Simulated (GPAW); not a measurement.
# GaN (Fm-3m) in GPAW: convergence with k mesh

Aim: find how far k mesh must go before the results for GaN settle, at PBE. This setting moves, with any that are tied to it; all else stays.

Program: GPAW 26.7.0. These are calculated values, not measurements. Logs are shortened: lines on timing, memory, paths and dates and some standing lists are left out, and cuts for length are marked. The log counts tension as positive stress, the text compression.

## 1. The crystal as given

The structure is cubic, space group Fm-3m (No. 225). The conventional cell has a = 4.270 Å, b = 4.270 Å, c = 4.270 Å, α = 90.00°, β = 90.00°, γ = 90.00°. Around Ga (site symmetry m-3m) lie 6 N at 2.14 Å. N (site symmetry m-3m) is surrounded by 6 Ga at 2.14 Å.

Measurements of this composition are mostly on another form, of space group No. 186.

## 2. With k mesh 3 × 3 × 3

The input, run.py:

```python
from ase import Atoms
from ase.dft.bandgap import bandgap
from ase.io import write
from ase.units import GPa
from gpaw import GPAW, PW

atoms = Atoms(['Ga', 'N'],
              cell=[[0.0, 2.135235, 2.135235],
                    [2.135235, 0.0, 2.135235],
                    [2.135235, 2.135235, 0.0]],
              scaled_positions=[[0.0, 0.0, 0.0],
                                [0.5, 0.5, 0.5]],
              pbc=True)

calc = GPAW(mode=PW(800),
            xc='PBE',
            kpts={'size': (3, 3, 3), 'gamma': True},
            occupations={'name': 'fermi-dirac', 'width': 0.05},
            nbands=11,
            convergence={'density': 1e-05, 'energy': 1e-05},
            maxiter=100,
            txt='gpaw.txt')
atoms.calc = calc
energy = atoms.get_potential_energy()
forces = atoms.get_forces()
stress = atoms.get_stress()
calc.write('gs.gpw')
write('result.traj', atoms)
print(f'Energy: {energy:.6f} eV')
print('Forces (eV/A):')
print(forces.round(4))
print('Stress (GPa):', (stress / GPa).round(3))
print('Fermi level:', round(calc.get_fermi_level(), 4), 'eV')
print(f'Gap: {bandgap(calc)[0]:.4f} eV, direct: {bandgap(calc, direct=True)[0]:.4f} eV')
```

Potentials or basis: GPAW PAW data sets (gpaw-data 1.2.1), pw.

The run is started by

```console
OMP_NUM_THREADS=1 python run.py
```

gpaw.txt:

```text
__  _  _
 | _ |_)|_||  |
 |__||  | ||/\| - 26.7.0

Input parameters:
  mode=PW(ecut=800.0),
  convergence={'density': 1e-05, 'energy': 1e-05},
  kpts=MonkhorstPack(size=(3, 3, 3), gamma=True),
  maxiter=100,
  nbands=11,
  occupations=Occupations(name='fermi-dirac', width=0.05),
  xc=XC(name='PBE')

Diagonalizing LCAO Hamiltonian
Converting LCAO to pw mode

              N

       Ga

Atoms  # Å, Bohr magnetons
|   | symbol |        x |        y |        z |    initial magnetic moments |
|---|--------|----------|----------|----------|-----------------------------|
| 0 |     Ga | 0.000000 | 0.000000 | 0.000000 | ( 0.0000,  0.0000,  0.0000) |
| 1 |      N | 2.135235 | 2.135235 | 2.135235 | ( 0.0000,  0.0000,  0.0000) |

Unit cell  # Å
| periodic |        x |        y |        z |  lengths |    angles |
|----------|----------|----------|----------|----------|-----------|
|      yes | 0.000000 | 2.135235 | 2.135235 | 3.019678 | 60.000000 |
|      yes | 2.135235 | 0.000000 | 2.135235 | 3.019678 | 60.000000 |
|      yes | 2.135235 | 2.135235 | 0.000000 | 3.019678 | 60.000000 |

Number of symmetries: 48
Symmetry operations  # r_c * U_cc + t_c -> r_c
|    | kind |            matrix            |
|----|------|------------------------------|
|  0 |  σ   |  1, 0, 0,  1, 0,-1,  1,-1, 0 |
|  1 |  C2  |  1, 0, 0,  1,-1, 0,  1, 0,-1 |
|  2 |  E   |  1, 0, 0,  0, 1, 0,  0, 0, 1 |
|  3 |  σ   |  1, 0, 0,  0, 0, 1,  0, 1, 0 |
|  4 |  C4  |  1, 0,-1,  1, 0, 0,  1,-1, 0 |
|  5 |  S6  |  1, 0,-1,  1,-1, 0,  1, 0, 0 |
|  6 |  σ   |  1, 0,-1,  0, 1,-1,  0, 0,-1 |
|  7 |  C3  |  1, 0,-1,  0, 0,-1,  0, 1,-1 |
|  8 |  S6  |  1,-1, 0,  1, 0, 0,  1, 0,-1 |
|  9 |  C4  |  1,-1, 0,  1, 0,-1,  1, 0, 0 |
| 10 |  C3  |  1,-1, 0,  0,-1, 1,  0,-1, 0 |
| 11 |  σ   |  1,-1, 0,  0,-1, 0,  0,-1, 1 |
| 12 |  σ   |  0, 1, 0,  1, 0, 0,  0, 0, 1 |
| 13 |  C4  |  0, 1, 0,  0, 1,-1, -1, 1, 0 |
| 14 |  C3  |  0, 1, 0,  0, 0, 1,  1, 0, 0 |
| 15 |  S6  |  0, 1, 0, -1, 1, 0,  0, 1,-1 |
| 16 |  C2  |  0, 1,-1,  1, 0,-1,  0, 0,-1 |
| 17 |  σ   |  0, 1,-1,  0, 1, 0, -1, 1, 0 |
| 18 |  S4  |  0, 1,-1,  0, 0,-1,  1, 0,-1 |
| 19 |  C4  |  0, 1,-1, -1, 1, 0,  0, 1, 0 |
| 20 |  C3  |  0, 0, 1,  1, 0, 0,  0, 1, 0 |
| 21 |  σ   |  0, 0, 1,  0, 1, 0,  1, 0, 0 |
| 22 |  S6  |  0, 0, 1,  0,-1, 1, -1, 0, 1 |
| 23 |  C4  |  0, 0, 1, -1, 0, 1,  0,-1, 1 |
| 24 |  S4  |  0, 0,-1,  1, 0,-1,  0, 1,-1 |
| 25 |  C3  |  0, 0,-1,  0, 1,-1,  1, 0,-1 |
| 26 |  C2  |  0, 0,-1,  0,-1, 0, -1, 0, 0 |
| 27 |  S6  |  0, 0,-1, -1, 0, 0,  0,-1, 0 |
| 28 |  S4  |  0,-1, 1,  1,-1, 0,  0,-1, 0 |
| 29 |  C4  |  0,-1, 1,  0, 0, 1, -1, 0, 1 |
| 30 |  C2  |  0,-1, 1,  0,-1, 0,  1,-1, 0 |
| 31 |  σ   |  0,-1, 1, -1, 0, 1,  0, 0, 1 |
| 32 |  C3  |  0,-1, 0,  1,-1, 0,  0,-1, 1 |
| 33 |  S6  |  0,-1, 0,  0, 0,-1, -1, 0, 0 |
| 34 |  S4  |  0,-1, 0,  0,-1, 1,  1,-1, 0 |
| 35 |  C2  |  0,-1, 0, -1, 0, 0,  0, 0,-1 |
| 36 |  C2  | -1, 1, 0,  0, 1, 0,  0, 1,-1 |
| 37 |  S6  | -1, 1, 0,  0, 1,-1,  0, 1, 0 |
| 38 |  S4  | -1, 1, 0, -1, 0, 1, -1, 0, 0 |
| 39 |  C3  | -1, 1, 0, -1, 0, 0, -1, 0, 1 |
| 40 |  S6  | -1, 0, 1,  0, 0, 1,  0,-1, 1 |
| 41 |  C2  | -1, 0, 1,  0,-1, 1,  0, 0, 1 |
| 42 |  C3  | -1, 0, 1, -1, 1, 0, -1, 0, 0 |
| 43 |  S4  | -1, 0, 1, -1, 0, 0, -1, 1, 0 |
| 44 |  C2  | -1, 0, 0,  0, 0,-1,  0,-1, 0 |
| 45 |  i   | -1, 0, 0,  0,-1, 0,  0, 0,-1 |
| 46 |  σ   | -1, 0, 0, -1, 1, 0, -1, 0, 1 |
| 47 |  C2  | -1, 0, 0, -1, 0, 1, -1, 1, 0 |

BZ-sampling:
  Number of BZ points: 27
  Number of IBZ points: 4

  Monkhorst-Pack size: [3, 3, 3]
  Monkhorst-Pack shift: [0, 0, 0]

K-points  # in reciprocal-cell coordinates
|   |                                coordinates |     weight |
|---|--------------------------------------------|------------|
| 0 | (  0.00000000,   0.00000000,   0.00000000) | 0.03703704 |
| 1 | (  0.33333333,   0.33333333,  -0.33333333) | 0.44444444 |
| 2 | (  0.33333333,   0.33333333,   0.00000000) | 0.22222222 |
| 3 | (  0.33333333,   0.33333333,   0.33333333) | 0.29629630 |

Plane wave coefficients: 1018
Cutoff: 800.0 eV

Spin-components: 1 (collinear spins)
Bands:           11
Projectors:      10
Spin-degeneracy: 2
Datatype:        complex128

Parallelization:
  kpt:    1
  domain: 1
  band:   1

Density:
  Valence electrons: 8.0
  Components: 1
  Grid points: [20 20 20]
  Charge: 0.0  # |e|

Potential:
  Grid points: [20 20 20]

species:
  Ga:
    name:    Gallium
    Z:       31.0
    valence: 3
    core:    28
    charge:  0.0  # [|e|]
    compensation charges:
      type: gauss
      rc: 0.37  # [Å]
      lmax: 2
    cutoffs:
      filter: 2.06  # [Å]
      core: 4.17  # [Å]
    projectors
    | kind |    occ | energy [eV] | rcut [Å] |
    |------|--------|-------------|----------|
    |   4s |  2.000 |      -8.945 |    1.164 |
    |   4p |  1.000 |      -2.580 |    1.164 |
    |    s |        |      18.266 |    1.164 |
    |    p |        |      24.631 |    1.164 |
    |    d |        |       0.000 |    1.164 |

    Using partial waves for Ga as LCAO basis

  N:
    name:    Nitrogen
    Z:       7.0
    valence: 5
    core:    2
    charge:  0.0  # [|e|]
    compensation charges:
      type: gauss
      rc: 0.18  # [Å]
      lmax: 2
    cutoffs:
      filter: 1.11  # [Å]
      core: 0.96  # [Å]
    projectors
    | kind |    occ | energy [eV] | rcut [Å] |
    |------|--------|-------------|----------|
    |   2s |  2.000 |     -18.583 |    0.603 |
    |   2p |  3.000 |      -7.089 |    0.529 |
    |    s |        |       8.629 |    0.603 |
    |    p |        |      20.123 |    0.529 |
    |    d |        |       0.000 |    0.577 |

    Using partial waves for N as LCAO basis

Reference energy: -54366.393033  # eV

eigensolver:
  PPCG
  Converge bands: occupied
  niter=2

density mixing:
  MSR1-Mixer
  Pratt-step length: 0.05
  Maximum mixing coefficient: 0.75
  Old densities: 10
  SVD Regularization: 0.005
  Good broyden scale: 1.0
  Trust region scale: 1.0
  Backstep threshold: 4.0
  History deletion threshold: 6.0
  Fourier metric: weight=20.0, sigma=0.015

occupation numbers:
  Fermi-Dirac:
    width: 0.0500  # eV

poisson solver:
  ecut: 6400.0  # eV

xc functional:
  name: PBE with 2 nearest neighbor stencil

convergence criteria:
- Maximum integral of absolute [dens]ity change: 1e-05 electrons / valence electron
- Maximum [total energy] change in last 3 cyles: 1e-05 eV / valence electron
- Maximum integral of absolute [eigenst]ate change: 4e-08 eV^2 / valence electron
maximum number of iterations: 100

SCF iterations
|iter     | |      energy | eigst |  dens |
|---------|-|-------------|-------|-------|
|iter:   1| |  -12.748510 | -0.19 |       |
|iter:   2| |  -12.258079 | -2.01 | -0.57 |
|iter:   3| |  -10.814956 | -0.80 | -0.62 |
|iter:   4| |  -10.812101 | -3.10 | -1.27 |
|iter:   5| |  -10.813041 | -3.70 | -1.57 |
|iter:   6| |  -10.813078 | -5.78 | -2.81 |
|iter:   7| |  -10.813086c| -6.22 | -3.20 |
|iter:   8| |  -10.813086c| -8.49c| -4.41 |
|iter:   9| |  -10.813086c| -8.05c| -4.91 |
|iter:  10| |  -10.813086c| -9.21c| -5.89c|

Converged in 10 steps
Energy contributions relative to reference atoms: (reference = -54366.393033)

Energy contributions:
  Kinetic:          19.458993
  Coulomb:         -14.672002
  Zero:              0.149786
  External:          0.000000
  Xc:              -15.749863
  Entropy:          -0.000000
  Spinorbit:         0.000000
  ----------------------------
  Free energy:     -10.813086
  Extrapolated:    -10.813086

dipole moment: (-10.719776, -10.719776, -10.719776)  # |e|*Ang

Fermi level: 9.947
Eigenvalues  # (at kpt = [0.000, 0.000, 0.000])
| band index |      eig [eV] | occ [0-2] |
|------------|---------------|-----------|
|          0 |        -7.954 |     2.000 |
|          1 |         8.715 |     2.000 |
|          2 |         8.715 |     2.000 |
|          3 |         8.715 |     2.000 |
|          4 |        10.948 |     0.000 |
|          5 |        22.709 |     0.000 |
|          6 |        22.709 |     0.000 |
|          7 |        22.709 |     0.000 |
|          8 |        24.266 |     0.000 |
|          9 |        24.266 |     0.000 |
|         10 |        24.266 |     0.000 |

Gap: 2.111 eV
Transition (v -> c):
  (s=0, k=3, n=3, [0.33, 0.33, 0.33]) -> (s=0, k=0, n=4, [0.00, 0.00, 0.00])
Direct/indirect transitions are different
Direct gap: 2.233 eV
Transition at: (s=0, k=0, n=3, [0.00, 0.00, 0.00])

Forces  # eV/Ang
|       x |       y |        z |
|---------|---------|----------|
| 0.00000 | 0.00000 | -0.00000 |  # Ga   0
| 0.00000 | 0.00000 | -0.00000 |  # N    1

Stress tensor  # eV/Ang^3
|         x |         y |         z |
|-----------|-----------|-----------|
| -0.007559 |  0.000000 |  0.000000 |
|  0.000000 | -0.007559 |  0.000000 |
|  0.000000 |  0.000000 | -0.007559 |

# Writing to gs.gpw (mode='')
```

stdout:

```text
Energy: -10.813086 eV
Forces (eV/A):
[[ 0.  0. -0.]
 [ 0.  0. -0.]]
Stress (GPa): [-1.211 -1.211 -1.211  0.     0.     0.   ]
Fermi level: 9.9474 eV
Gap: 2.1106 eV, direct: 2.2335 eV
```

It took 2.3 s on 1 thread of AMD EPYC 9R45 (Zen 5), shared host; peak memory 0.13 GiB.

What came out:

```
Free energy            : -10.8131 eV
Pressure               : 1.2 GPa
Band gap on the k mesh : 2.11 eV, indirect (least direct gap 2.23 eV)
```

## 3. With k mesh 4 × 4 × 4

Edit run.py of step 2 so:

```diff
@@ -16,3 +16,3 @@
             xc='PBE',
-            kpts={'size': (3, 3, 3), 'gamma': True},
+            kpts={'size': (4, 4, 4), 'gamma': True},
             occupations={'name': 'fermi-dirac', 'width': 0.05},
```

Potentials or basis: GPAW PAW data sets (gpaw-data 1.2.1), pw.

The run is started by

```console
OMP_NUM_THREADS=1 python run.py
```

Run time: 2.6 s. Hardware: 1 thread of AMD EPYC 9R45 (Zen 5), shared host; peak memory 0.13 GiB.

What came out:

```
Free energy            : -11.2080 eV
Pressure               : 1.1 GPa
Band gap on the k mesh : 0.53 eV, indirect (least direct gap 2.30 eV)
```

## 4. With k mesh 5 × 5 × 5

Edit run.py of step 3 so:

```diff
@@ -16,3 +16,3 @@
             xc='PBE',
-            kpts={'size': (4, 4, 4), 'gamma': True},
+            kpts={'size': (5, 5, 5), 'gamma': True},
             occupations={'name': 'fermi-dirac', 'width': 0.05},
```

The run is started by

```console
OMP_NUM_THREADS=1 python run.py
```

Run time: 2.8 s. Hardware: 1 thread of AMD EPYC 9R45 (Zen 5), shared host; peak memory 0.14 GiB.

Results:

```
Free energy            : -11.3105 eV
Pressure               : 1.4 GPa
Band gap on the k mesh : 1.16 eV, indirect (least direct gap 2.32 eV)
```

## 5. With k mesh 6 × 6 × 6

Edit run.py of step 4 so:

```diff
@@ -16,3 +16,3 @@
             xc='PBE',
-            kpts={'size': (5, 5, 5), 'gamma': True},
+            kpts={'size': (6, 6, 6), 'gamma': True},
             occupations={'name': 'fermi-dirac', 'width': 0.05},
```

The run is started by

```console
OMP_NUM_THREADS=1 python run.py
```

Run time: 3.2 s. Hardware: 1 thread of AMD EPYC 9R45 (Zen 5), shared host; peak memory 0.14 GiB.

It converged, with:

| Property | Result |
| --- | --- |
| Free energy | -11.3396 eV |
| Pressure | 1.7 GPa |
| Band gap on the k mesh | 0.39 eV, indirect (least direct gap 2.33 eV) |

## 6. With k mesh 7 × 7 × 7

Edit run.py of step 5 so:

```diff
@@ -16,3 +16,3 @@
             xc='PBE',
-            kpts={'size': (6, 6, 6), 'gamma': True},
+            kpts={'size': (7, 7, 7), 'gamma': True},
             occupations={'name': 'fermi-dirac', 'width': 0.05},
```

Potentials or basis: GPAW PAW data sets (gpaw-data 1.2.1), pw.

The run is started by

```console
OMP_NUM_THREADS=1 python run.py
```

It took 3.4 s on 1 thread of AMD EPYC 9R45 (Zen 5), shared host; peak memory 0.14 GiB.

It converged, with:

- Free energy: -11.3484 eV
- Pressure: 1.7 GPa
- Band gap on the k mesh: 0.81 eV, indirect (least direct gap 2.33 eV)

## 7. With k mesh 8 × 8 × 8

Edit run.py of step 6 so:

```diff
@@ -16,3 +16,3 @@
             xc='PBE',
-            kpts={'size': (7, 7, 7), 'gamma': True},
+            kpts={'size': (8, 8, 8), 'gamma': True},
             occupations={'name': 'fermi-dirac', 'width': 0.05},
```

The run is started by

```console
OMP_NUM_THREADS=1 python run.py
```

It took 4 s on 1 thread of AMD EPYC 9R45 (Zen 5), shared host; peak memory 0.14 GiB.

It converged, with:

- Free energy: -11.3517 eV
- Pressure: 1.8 GPa
- Band gap on the k mesh: 0.44 eV, indirect (least direct gap 2.34 eV)

## 8. With k mesh 10 × 10 × 10

Edit run.py of step 7 so:

```diff
@@ -16,3 +16,3 @@
             xc='PBE',
-            kpts={'size': (8, 8, 8), 'gamma': True},
+            kpts={'size': (10, 10, 10), 'gamma': True},
             occupations={'name': 'fermi-dirac', 'width': 0.05},
```

The run is started by

```console
OMP_NUM_THREADS=1 python run.py
```

It took 5.3 s on 1 thread of AMD EPYC 9R45 (Zen 5), shared host; peak memory 0.15 GiB.

Results (log left out):

```
Free energy            : -11.3534 eV
Pressure               : 1.8 GPa
Band gap on the k mesh : 0.46 eV, indirect (least direct gap 2.34 eV)
```

## 9. With k mesh 12 × 12 × 12

Edit run.py of step 8 so:

```diff
@@ -16,3 +16,3 @@
             xc='PBE',
-            kpts={'size': (10, 10, 10), 'gamma': True},
+            kpts={'size': (12, 12, 12), 'gamma': True},
             occupations={'name': 'fermi-dirac', 'width': 0.05},
```

Potentials or basis: GPAW PAW data sets (gpaw-data 1.2.1), pw.

The run is started by

```console
OMP_NUM_THREADS=1 python run.py
```

It took 7.4 s on 1 thread of AMD EPYC 9R45 (Zen 5), shared host; peak memory 0.16 GiB.

The run converged. Its results:

* Free energy: -11.3536 eV
* Pressure: 1.8 GPa
* Band gap on the k mesh: 0.40 eV, indirect (least direct gap 2.34 eV)

## 10. With k mesh 14 × 14 × 14

Edit run.py of step 9 so:

```diff
@@ -16,3 +16,3 @@
             xc='PBE',
-            kpts={'size': (12, 12, 12), 'gamma': True},
+            kpts={'size': (14, 14, 14), 'gamma': True},
             occupations={'name': 'fermi-dirac', 'width': 0.05},
```

The run is started by

```console
OMP_NUM_THREADS=1 python run.py
```

It took 10 s on 1 thread of AMD EPYC 9R45 (Zen 5), shared host; peak memory 0.17 GiB.

It converged, with:

```yaml
Free_energy: -11.3536 eV
Pressure: 1.8 GPa
Band_gap_on_the_k_mesh: 0.42 eV, indirect (least direct gap 2.34 eV)
```

## 11. Summary

```csv
k mesh,"energy less the tightest run, at zero smearing (meV/atom)",pressure (GPa),gap on the mesh (eV),SCF cycles,CPU time (s),peak memory (GiB)
3 × 3 × 3,270.25,1.21,2.111,10,2.3,0.13
4 × 4 × 4,72.94,1.06,0.529,10,2.6,0.13
5 × 5 × 5,21.55,1.40,1.156,10,2.8,0.14
6 × 6 × 6,7.15,1.65,0.391,10,3.2,0.14
7 × 7 × 7,2.58,1.69,0.808,10,3.4,0.14
8 × 8 × 8,0.98,1.77,0.443,10,4,0.14
10 × 10 × 10,0.15,1.80,0.457,10,5.3,0.15
12 × 12 × 12,0.03,1.80,0.404,10,7.4,0.16
14 × 14 × 14,0.00,1.80,0.418,10,10,0.17
```

Against the tightest run, the energy stays within 1 meV/atom from 8 × 8 × 8 on; the pressure stays within 0.1 GPa from 8 × 8 × 8 on. Not settled before the last step: the gap on the mesh (to 0.01 eV). Meshes of other sizes hit other points, so gaps and Fermi surfaces needn't settle smoothly. The tightest run that finished is the yardstick and may itself not be fully converged.
